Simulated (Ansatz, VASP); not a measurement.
## Cross-check of RbMnF3 between VASP and Ansatz

Wanted: the spread between two codes on one cell, functional and k mesh. Of the first pair: The two relaxations start from unlike cells of this crystal (the structure described is Ansatz's start), so only their ends are compared.

Method: plane waves, with VASP 6.6.1 beside it; relaxation of cell and atoms at BLYP and relaxation of cell and atoms at PBEsol, DFT+U, in Ansatz 0.2.0.

## 1. The starting structure

It takes space group Pm-3m (No. 221, cubic). Conventional cell: a = 4.232 Å, b = 4.232 Å, c = 4.232 Å, α = 90.00°, β = 90.00°, γ = 90.00°. Rb has 12 F at 2.99 Å nearest. Nearest to Mn lie 6 F at 2.12 Å. F has 2 Mn at 2.12 Å and 4 Rb at 2.99 Å nearest. Farther neighbours and most contacts between anions are not listed.

## 2. Ansatz: relaxation of cell and atoms, BLYP

Ansatz runs on its default PAW (the set named soft_2) files.

The relaxed volume is the usual yardstick between codes: in a stiff, nearly cubic crystal its relative difference is about their pressure difference at one cell divided by the bulk modulus.

input.yaml reads:

```yaml
crystal:
  lattice:
    - [4.23247214, 0.0, 4.23247214]
    - [0.0, 4.23247214, 4.23247214]
    - [0.0, 0.0, 8.46494428]
  atoms:
    - { symbol: Rb, position: [0.0, 0.0, 0.0] }
    - { symbol: Mn, position: [0.5, 0.5, 0.75], spin: 4.0 }
    - { symbol: F, position: [0.5, 0.0, 0.0] }
    - { symbol: F, position: [0.5, 0.5, 0.5] }
    - { symbol: F, position: [0.0, 0.5, 0.0] }
    - { symbol: Rb, position: [0.0, 0.0, 0.5] }
    - { symbol: Mn, position: [0.5, 0.5, 0.25], spin: -4.0 }
    - { symbol: F, position: [0.5, 0.0, 0.5] }
    - { symbol: F, position: [0.5, 0.5, 0.0] }
    - { symbol: F, position: [0.0, 0.5, 0.5] }
kpoints:
  mp_grid: { grid: [6, 6, 6] }
hamiltonian:
  xc: blyp
scf:
  occupations: { method: gaussian, width: 0.02 }
output:
  forces: true
  stress: true
  eigenvalues: true
  populations: true
magnetization:
  spin_polarized: true
relax:
  adjacent_minimum: "off"
  f_tol: 0.005
  max_steps: 60
  cell: { stress_tol: 0.03 }
```

Launch:

```sh
$ ansatz run input.yaml --threads 8 --pin off --max-ram 16384MiB --backend cpu --events-out ev --progress --plain --runs-dir out
```

Numbers of over 12 decimals in the logs are rounded to 6 here.

The program printed:

```text
Engine: ansatz 0.2.0, aarch64-unknown-linux-gnu
Pseudopotentials: kind: paw
Pseudopotential: Rb, paw, valence charge 9, recommended cutoff 420 eV (normal), Rb.paw.azcp
Pseudopotential: Mn, paw, valence charge 15, recommended cutoff 420 eV (normal), Mn.paw.azcp
Pseudopotential: F, paw, valence charge 7, recommended cutoff 420 eV (normal), F.paw.azcp
Functional definition: BLYP
  parameter beta = 0.0042
  parameter a = 0.04918
  parameter b = 0.132
  parameter c = 0.2533
  parameter d = 0.349
  exchange = b88_x(beta = beta)
  correlation = lyp_c(a = a, b = b, c = c, d = d)
Crystal: 10 atoms, lattice volume = 151.639 Å³
Basis set: ecut = 420 eV, 2975 PW (Γ), exchange–correlation on 90×90×120 points (8 copies of the dense FFT grid, shifted against one another)
Bands: 59, of which v1, the nominal top of the filled ones, is band 45 counted from 1 (44 counted from 0)
Symmetry: 48 space group operations
Space group: Fm-3m (ITA 225), of the structure as read, at distance tolerance 5.3e-5 Å
Magnetic group: BNS 225.121 (UNI 1623), of the structure as read, at distance tolerance 5.3e-5 Å
k-points: 16 of 216
Non-local potential: Rb, projectors of the file, l = 0: 3, l = 1: 2, l = 2: 2
Non-local potential: Mn, projectors of the file, l = 0: 3, l = 1: 2, l = 2: 3, l = 3: 1
Non-local potential: F, projectors of the file, l = 0: 2, l = 1: 2, l = 2: 1
PAW form: soft (Blöchl's): semilocal exchange-correlation on the pseudo side does not see the compensation charge
PAW frozen core: Rb, regenerated for the run's functional, and the local potential with it (the file was generated under x = pbe(κ = 0.804, μ = 0.219515), c = pbe(β = 0.066725))
PAW frozen core: Mn, regenerated for the run's functional, and the local potential with it (the file was generated under x = pbe(κ = 0.804, μ = 0.219515), c = pbe(β = 0.066725))
PAW frozen core: F, regenerated for the run's functional, and the local potential with it (the file was generated under x = pbe(κ = 0.804, μ = 0.219515), c = pbe(β = 0.066725))
PAW one-centre angular grid: Rb, 110 points (default); XC on 64 Gauss nodes
PAW one-centre angular grid: Mn, 590 points (default); XC on 64 Gauss nodes
PAW one-centre angular grid: F, 110 points (default); XC on 64 Gauss nodes
Initial density: superposition of atomic densities (chi_scale 0.1, normalization cell, long waves kept (reshape's long-wave potential 0.00 eV rms))
Starting moments: Σ|m| = 8 μB on 2 of 10 sites
Starting magnetic order: antiferromagnet; a translation exchanges its spin sublattices: spin-degenerate at every k-point
Initial wavefunctions: pseudopotential atomic-orbital guess
Functional: x = b88, c = lyp
SCF iter   1: F=—  HF=-19261.772114 eV  |F-HF|=—  |Δ(HF+E_count)|=         —  Δρ=1.39e-1 (↑1.39e-1 ↓1.39e-1)  dr2=1.02e2  dr2_m=8.55e-1  M=0.000 μB ∫|m|=7.668 μB  β_m=0.30  ethr=3.10e-3  ⟨swp⟩=6.8  Hψ=3718  notcnv=0  defer=6
Mixer restart at iter 1: flushing history
preconditioner: auto → Resta (q_TF=auto, 2.501 Å⁻¹)  ε∞=5.3  [insulator: Δε(μ)=0.724 eV  Ē_g=12.191 eV  σ=0.020 eV  W_gap=1.00  n_scr=50 (ndim 8)  ℏωp=25.2 eV  f_vac=0.003  D(μ)=0.00/eV (n_scr^D=0)  ε∞_Penn≈5.3]
spin=Collinear: Resta preconditioning applied to the charge; magnetization (m = ρ↑ − ρ↓) channel mixes plain (no charge-response kernel on spin).
SCF iter   2: F=—  HF=-19247.826917 eV  |F-HF|=—  |Δ(HF+E_count)|=    1.39e1  Δρ=4.35e-2 (↑4.35e-2 ↓4.35e-2)  dr2=7.16e0  dr2_m=1.39e0  M=0.000 μB ∫|m|=8.951 μB  β_m=0.34  ethr=3.10e-3  ⟨swp⟩=4.0  Hψ=2277  notcnv=0  defer=140
SCF iter   3: F=—  HF=-19246.648333 eV  |F-HF|=—  |Δ(HF+E_count)|=    1.18e0  Δρ=2.54e-2 (↑2.54e-2 ↓2.54e-2)  dr2=1.93e0  dr2_m=5.69e-1  M=0.000 μB ∫|m|=9.176 μB  β_m=0.59  ethr=3.10e-3  ⟨swp⟩=3.2  Hψ=1420  notcnv=0  defer=137
SCF iter   4: F=—  HF=-19246.314587 eV  |F-HF|=—  |Δ(HF+E_count)|=   3.34e-1  Δρ=6.81e-3 (↑6.81e-3 ↓6.81e-3)  dr2=1.70e-1  dr2_m=5.39e-3  M=0.000 μB ∫|m|=9.389 μB  β_m=0.80  ethr=2.15e-3  ⟨swp⟩=3.2  Hψ=1980  notcnv=0  defer=131
SCF iter   5: F=—  HF=-19246.354840 eV  |F-HF|=—  |Δ(HF+E_count)|=         —  Δρ=1.94e-3 (↑1.94e-3 ↓1.94e-3)  dr2=1.07e-2  dr2_m=3.12e-3  M=0.000 μB ∫|m|=9.420 μB  β_m=0.80  ethr=1.89e-4  ⟨swp⟩=3.8  Hψ=1896  notcnv=0  defer=131
Mixer restart at iter 5: flushing history
SCF iter   6: F=—  HF=-19246.353072 eV  |F-HF|=—  |Δ(HF+E_count)|=   1.77e-3  Δρ=9.72e-4 (↑9.72e-4 ↓9.72e-4)  dr2=3.83e-3  dr2_m=1.94e-4  M=0.000 μB ∫|m|=9.415 μB  β_m=0.83  ethr=1.18e-5  ⟨swp⟩=2.6  Hψ=1590  notcnv=0  defer=131
SCF iter   7: F=—  HF=-19246.352695 eV  |F-HF|=—  |Δ(HF+E_count)|=   3.77e-4  Δρ=6.86e-4 (↑6.86e-4 ↓6.86e-4)  dr2=1.95e-3  dr2_m=9.94e-6  M=0.000 μB ∫|m|=9.418 μB  β_m=0.74  ethr=4.25e-6  ⟨swp⟩=2.0  Hψ=1597  notcnv=0  defer=131
[...]
iter 1 solved again at ethr=3.95e-7 eV; its pass at ethr=3.10e-3 eV (dr2=3.55e-4 eV) is discarded
SCF iter   1: F=—  HF=-19246.487928 eV  |F-HF|=—  |Δ(HF+E_count)|=         —  Δρ=5.75e-5 (↑5.75e-5 ↓5.75e-5)  dr2=2.65e-6  dr2_m=2.44e-8  M=0.000 μB ∫|m|=9.477 μB  β_m=0.65  ethr=3.95e-7  ⟨swp⟩=3.4  Hψ=6162  notcnv=0
preconditioner: auto → Resta (q_TF=auto, 2.474 Å⁻¹)  ε∞=3.9  [insulator: Δε(μ)=2.825 eV  Ē_g=14.720 eV  σ=0.020 eV  W_gap=1.00  n_scr=50 (ndim 8)  ℏωp=25.1 eV  f_vac=0.059  D(μ)=0.00/eV (n_scr^D=0)  ε∞_Penn≈3.9]
spin=Collinear: Resta preconditioning applied to the charge; magnetization (m = ρ↑ − ρ↓) channel mixes plain (no charge-response kernel on spin).
SCF iter   2: F=—  HF=-19246.488224 eV  |F-HF|=—  |Δ(HF+E_count)|=   2.96e-4  Δρ=2.12e-5 (↑2.12e-5 ↓2.12e-5)  dr2=1.17e-6  dr2_m=4.66e-9  M=0.000 μB ∫|m|=9.477 μB  β_m=0.47  ethr=2.95e-9  ⟨swp⟩=2.0  Hψ=1644  notcnv=0
SCF iter   3: F=—  HF=-19246.488233 eV  |F-HF|=—  |Δ(HF+E_count)|=   8.87e-6  Δρ=1.20e-5 (↑1.20e-5 ↓1.20e-5)  dr2=1.06e-7  dr2_m=1.37e-9  M=0.000 μB ∫|m|=9.477 μB  β_m=0.59  ethr=1.30e-9  ⟨swp⟩=2.0  Hψ=1252  notcnv=0
SCF iter   4: F=—  HF=-19246.488239 eV  |F-HF|=—  |Δ(HF+E_count)|=   5.96e-6  Δρ=3.53e-6 (↑3.53e-6 ↓3.53e-6)  dr2=1.00e-8  dr2_m=2.21e-10  M=0.000 μB ∫|m|=9.477 μB  β_m=0.54  ethr=1.18e-10  ⟨swp⟩=2.6  Hψ=1486  notcnv=0
SCF iter   5: F=—  HF=-19246.488239 eV  |F-HF|=—  |Δ(HF+E_count)|=   5.11e-7  Δρ=5.48e-7 (↑5.48e-7 ↓5.48e-7)  dr2=2.96e-10  dr2_m=5.39e-12  M=0.000 μB ∫|m|=9.477 μB  β_m=0.72  ethr=1.11e-11  ⟨swp⟩=2.0  Hψ=1384  notcnv=0
SCF iter   6: F=—  HF=-19246.488238 eV  |F-HF|=—  |Δ(HF+E_count)|=   7.94e-7  Δρ=1.01e-7 (↑1.01e-7 ↓1.01e-7)  dr2=3.16e-11  dr2_m=3.52e-12  M=0.000 μB ∫|m|=9.477 μB  β_m=0.86  ethr=1.00e-12  ⟨swp⟩=2.0  Hψ=1311  notcnv=0
SCF iter   7: F=-19246.488238 eV  HF=-19246.488238 eV  |F-HF|=0.00e0  |Δ(HF+E_count)|=  2.55e-11  Δρ=2.19e-8 (↑2.19e-8 ↓2.19e-8)  dr2=2.74e-12  dr2_m=1.13e-13  M=0.000 μB ∫|m|=9.477 μB  ethr=1.00e-12  ⟨swp⟩=3.4  Hψ=3069  notcnv=0
SCF 8 converged in 7 iterations: F = -19246.488238 eV  dr2 = 2.74e-12
relax step   8: F+E_penalty+E_count = -19246.48823846 eV  Δ(F+E_penalty+E_count) = -5.709e-3 eV  max|allowed force component| = 5.597e-29 eV/Å  Δτ_max = 0.0000 Å  P = +0.029 GPa  Ω = 161.894 Å³  stress off target by 2.86e-2 GPa  SCF on the basis re-selected at this cell (its energy is not comparable with the rows above)  (7 SCF iters)
basis re-selected at this cell: Δ(F+E_penalty+E_count) = -5.709e-3 eV, ΔP = +0.025 GPa vs the last step (what re-selecting the basis moved, of the pressure what is left beyond the Pulay correction that the steps carried, after the strain that the cell walked since its last selection, with what the two solves' SCF thresholds leave and, on support functions, any second-order correction that the steps lacked; it is no m [...]
SCF converged after 7 iterations
Magnetization: 0.0000 μB (45.0000 up, 45.0000 down)
Absolute magnetization: 9.4803 μB (∫|ρ↑−ρ↓|, with the PAW one-centre terms)
Spin contamination: 4.8980 ħ² per cell (⟨S²⟩ above its minimum at these occupations)
Per-site moments (μB) at R_I (Å): [(-2.5722190725134293e-16, 1.261757), (4.179678, 0.892197), (-6.589762029350092e-17, 0.892197), (-1.116264402096018e-16, 0.892197), (-3.55880784645759e-17, 0.892197), (2.572219072513433e-16, 1.261757), (-4.179678, 0.892197), (6.589762029350087e-17, 0.892197), (1.8727429597898203e-16, 0.892197), (3.558807846457603e-17, 0.892197)]
Free energy (F): -19246.488238 eV
Harris-Foulkes:  -19246.488238 eV  (|F-HF|=0.00e0)
Internal energy: -19246.488238 eV  (E = F + TS)
E sigma→0 (E₀):  -19246.488238 eV
Fermi energy:    7.514571 eV
--- Per-component energies (eV) ---
  E_band       = -981.721537
  E_kinetic    = 2219.217640
  E_local      = -10127.898550  (includes V_loc(G=0)·N_el)
  E_nonlocal   = 1302.238013
  E_hartree    = 3938.746994
  E_xc         = -952.400327
  E_vxc        = -1156.027245  (∫ρ·V_xc dr)
  E_paw        = -9123.132819  (= ΣΔE_a)
  E_vpaw       = -1096.757697  (= ΣTr[D̂ρ^β])
  E_aug_tail   = 0.012238  (compensation charges beyond the density's cutoff)
  E_ewald      = -6503.468469
  E_core_change = 0.197041  (= ΣΔE_core)
  E_smearing   = -0.000000  (= −TS)
  E_closure    = -0.000000  (closes the sum)
  Σ components = -19246.488238   (vs F -19246.488238, Δ=0.00e0)
--- Forces (eV/Å), atoms counted from 1 ---
  atom   1  Rb    -0.00000000     0.00000000    -0.00000000
  atom   2  Mn     0.00000000     0.00000000    -0.00000000
  atom   3  F      0.00000000     0.00000000     0.00000000
  atom   4  F      0.00000000     0.00000000     0.00000000
  atom   5  F      0.00000000    -0.00000000     0.00000000
  atom   6  Rb     0.00000000     0.00000000     0.00000000
  atom   7  Mn     0.00000000    -0.00000000     0.00000000
  atom   8  F     -0.00000000    -0.00000000    -0.00000000
  atom   9  F     -0.00000000    -0.00000000    -0.00000000
  atom  10  F     -0.00000000     0.00000000    -0.00000000
  max |Σ_I F_I| component: 2.27e-28 eV/Å
--- Stress (GPa, compression-positive) ---
        0.028573       0.000000       0.000000
        0.000000       0.028573       0.000000
        0.000000       0.000000       0.028573
  P = ⅓ Tr σ = 0.0286 GPa (0.286 kbar)
--- Band table (eV; the first three rows and the last of 32) ---
  k-point 0 ↑: bands = [... 41 lower, 4.9978, 4.9978, 5.9678, 5.9678, 8.9271, 8.9778, 8.9778, 8.9778, ... 10 higher]
  k-point 1 ↑: bands = [... 41 lower, 5.0194, 5.0194, 6.0010, 6.0010, 8.9740, 8.9782, 8.9782, 9.2564, ... 10 higher]
  k-point 2 ↑: bands = [... 41 lower, 5.0589, 5.0589, 6.0679, 6.0679, 8.9721, 8.9782, 8.9782, 9.9131, ... 10 higher]
  k-point 15 ↓: bands = [... 41 lower, 5.0970, 5.1236, 5.8636, 6.0320, 8.9931, 9.0016, 9.0116, 9.5312, ... 10 higher]
--- Relaxed structure (6 steps of the walk, 6 accepted, 2 SCFs on fresh bases) ---
  F+E_penalty+E_count = -19246.48823846 eV   max|allowed force component| = 5.597e-29 eV/Å   (the final SCF, on the basis selected at the relaxed cell)
  cell:  # Å, volume = 161.8940 Å³
    - [4.325805, 0, 4.325805]
    - [0, 4.325805, 4.325805]
    - [0, 0, 8.651610]
  atoms:
    - { symbol: Rb, position: [0, 0, 0] }
    - { symbol: Mn, position: [0.5, 0.5, 0.75] }
    - { symbol: F, position: [0.5, 0, 0.0] }
    - { symbol: F, position: [0.5, 0.5, 0.5] }
    - { symbol: F, position: [0, 0.5, 0.0] }
    - { symbol: Rb, position: [0, 0, 0.5] }
    - { symbol: Mn, position: [0.5, 0.5, 0.25] }
    - { symbol: F, position: [0.5, 0, 0.5] }
    - { symbol: F, position: [0.5, 0.5, 0.0] }
    - { symbol: F, position: [0, 0.5, 0.5] }
--- Löwdin populations: 10 sites ---
  site symbol       q [e]    m [muB]
     0     Rb      8.1632     0.0000
     1     Mn     13.6310     4.6545
     2      F      7.6825    -0.0000
     3      F      7.6825    -0.0000
     4      F      7.6825    -0.0000
     5     Rb      8.1632     0.0000
     6     Mn     13.6310    -4.6545
     7      F      7.6825    -0.0000
     8      F      7.6825    -0.0000
     9      F      7.6825    -0.0000
  spilling = 0.003516 (of n_electrons = 90.000000)
```

[end of part 1 of 3]

[Lines on the potential files, build, host, timing and source positions are cut from VASP's logs without a mark.]

[Logs are printed without paths, hosts, clocks, repeated set-up lines and the standing remarks that a program may print on its own settings, such as how far it seeks lower states.]

[Hosts, paths, dates, database ids (printed as entryN), source tags and the programs' standing remarks are cut or masked in the printed files.]
